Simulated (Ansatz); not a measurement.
# Sb: the cost of one run

Method: DFT PBEsol, scalar-relativistic, plane waves, PAW, in Ansatz 0.2.0.

1 further run of the same task is left out (set aside as unsound or not needed).

## Step 1: The system as given

It takes space group C2/m (No. 12, monoclinic). Conventional cell: a = 6.673 Å, b = 6.111 Å, c = 3.300 Å, α = 90.00°, β = 110.41°, γ = 90.00°. Around Bi (site symmetry m) lie 6 Bi at 3.15 to 3.31 Å.

Structure file:

```
CELL_PARAMETERS angstrom
3.33628 -3.05540 0.00000
3.33628 3.05540 0.00000
-1.15098 0.00000 3.09291
ATOMIC_POSITIONS crystal
Bi 0.25180 0.25180 0.14900
Bi 0.74820 0.74820 0.85100
```

The structure comes from the Crystallography Open Database.

## Step 2: One element swapped, cell strained: Bi → Sb, first probe

What differs from the listed cell: Sb takes all sites of Bi, and lengths are scaled by 0.964 as a first guess of the size; strain xx, yy, zz, yz, xz, xy = -2.9, +0.8, +8.0, +0.0, +0.7, +0.0 %; atoms moved by 0.06 Å root mean square, at most 0.06 Å.

File input.yaml:

```yaml
crystal:
  lattice:
    - [3.1206859796, -2.9685303536, 0.0217625094]
    - [3.1206859796, 2.9685303536, 0.0217625094]
    - [-1.056427418, 0.0, 3.2097059751]
  atoms:
    - { symbol: Sb, position: [0.2612773344, 0.2612773344, 0.1585158553] }
    - { symbol: Sb, position: [0.7387226656, 0.7387226656, 0.8414841447] }
basis:
  ecutwfc: 420
kpoints:
  mp_grid: { grid: [4, 4, 6] }
hamiltonian:
  xc: pbesol
scf:
  occupations: { method: gaussian, width: 0.1 }
output:
  forces: true
  stress: true
  eigenvalues: true
```

Started as:

```
$ ansatz run input.yaml --threads 1 --pin off --max-ram 1331MiB --backend cpu --events-out ev --progress --plain --runs-dir out
```

Q: Estimate wall time and peak memory on 1 thread of an x86-64 CPU, shared host.

About 2.3 s, with a peak of 0.44 GiB.
